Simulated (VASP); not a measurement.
The system is Ni.

```xyz
1
Lattice="-1.3968 1.3968 1.3968 1.3968 -1.3968 1.3968 1.3968 1.3968 -1.3968" Properties=species:S:1:pos:R:3 pbc="T T T"
Ni    0.0000    0.0000    0.0000
```

This isn't the form of Ni at room conditions, which is fcc.

* Program: VASP 6.6.1
* Task: relaxation of cell and atoms
* Functional: PBE
* Dispersion: D3(BJ)
* Potentials or basis: VASP PAW PBE potentials, release 64 (Ni)
* Cutoff: 600 eV
* k mesh: 20 × 20 × 20
* Occupations: gaussian, width 0.1 eV
* Spin: collinear spin, ferromagnetic start
* Starting moments: [1.0] μB

At the start: pressure -5.3 GPa; volume 10.90 Å³/atom.

Question: How do energy, volume and symmetry change on relaxing?

Answer: Over 3 steps the energy falls by 5.2 meV/atom and the volume is 10.60 Å³/atom (-2.8 %); space group Im-3m (No. 229, to 0.05 Å); moment 0.55 μB per cell.

Step by step:
| step | energy change (eV) | largest force (eV/Å) | pressure (GPa) | volume (Å³) |
| --- | --- | --- | --- | --- |
| 1 | 0.0000 | 0.0000 | -5.31 | 10.90 |
| 2 | -0.0009 | 0.0000 | 5.38 | 10.34 |
| 3 | -0.0052 | 0.0000 | 0.00 | 10.60 |

Final structure:
```
Ni
1.0
    -1.38378    1.38378    1.38378
     1.38378   -1.38378    1.38378
     1.38378    1.38378   -1.38378
Ni
1
Direct
  0.00000 0.00000 0.00000
```

Caveat: pairwise dispersion overbinds metals, which lowers pressure and volume.
